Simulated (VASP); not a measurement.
# Settings for Ta₂N: self-consistent run

Ta₂N, P1 (no. 1), 3 atoms in the cell. PBE; PAW potentials Ta_pv, N (PBE set). VASP 6.6.1. The atoms are moved at random off their ideal places.

Wanted: energy within 1 meV/atom; forces within 0.005 eV/Å; pressure within 0.1 GPa.

POSCAR:
```
Ta2N
1.0
    3.1128615060      0.0000000000      0.0000000000
   -1.5564307530      2.6958171426      0.0000000000
    0.0000000000      0.0000000000      4.8698410000
Ta N
2 1
Direct
    0.3320340000      0.6669720000      0.2532670000
    0.6653780000      0.3353860000      0.7438190000
    0.0017410000      0.0013340000     -0.0024770000
```

## FFT grids and symmetry tolerance typed by hand

| FFT grids and symmetry tolerance typed by hand | Energy less reference (meV/atom) | Forces, largest deviation (eV/Å) | Pressure (GPa) | SCF iterations | Time (s) |
|---|---|---|---|---|---|
| default | 0.0 | 0.0000 | -0.87 | 15 | 52 |
| NGX, NGY, NGZ = 32, 32, 48 | 0.0 | 0.0003 | -0.87 | 15 | 108 |
| NGX, NGY, NGZ = 20, 20, 30 | 0.0 | 0.0004 | -0.87 | 15 | 42 |
| NGX, NGY, NGZ = 16, 16, 24 | -0.5 | 0.0012 | -0.82 | 15 | 25 |
| NGX, NGY, NGZ = 14, 14, 20 | -6.7 | 0.0582 | -0.63 | 15 | 26 |
| NGXF, NGYF, NGZF = 36, 36, 56 | 0.0 | 0.0004 | -0.87 | 15 | 47 |
| NGXF, NGYF, NGZF = 70, 70, 110 | 0.0 | 0.0002 | -0.87 | 15 | 53 |
| SYMPREC = 0.001 | 0.0 | 0.0000 | -0.87 | 15 | 51 |
| SYMPREC = 1e-08 | 0.0 | 0.0000 | -0.87 | 15 | 52 |
| EWALD_CUTOFF = 2.0 | -4053.5 | 4.9557 | -110.04 | 15 | 60 |
| EWALD_CUTOFF = 8.0 | 0.0 | 0.0000 | -0.87 | 15 | 62 |

Chosen: default; no other choice that stays within half of the tolerance saves 30 % of the time.

## The input

INCAR:
```
ALGO = Normal ; EDIFF = 1E-7
ENCUT = 520 ; ISIF = 2
ISMEAR = 0 ; LASPH = True
LCHARG = False ; LREAL = False
LWAVE = False ; NELM = 100
PREC = Accurate ; SIGMA = 0.02
```

KPOINTS:
```
k-points
0
Gamma
  8 8 5
```

Commands:
```
cat potpaw_PBE.64/Ta_pv/POTCAR potpaw_PBE.64/N/POTCAR > POTCAR
mpirun -np 1 vasp_std > vasp.out
```

The chosen input took VASP 6.6.1 52 s on 1 core (Intel Xeon Platinum 8488C (Sapphire Rapids)), a shared host.

## An input that fails: an FFT grid typed too coarse

It runs to its end, but against the unchanged starting input it is off by 133.6 meV/atom in the energy, 0.2553 eV/Å in the forces, 4.28 GPa in the pressure.

Changes against the starting input:
```
+ NGX = 10
+ NGY = 10
+ NGZ = 14
```
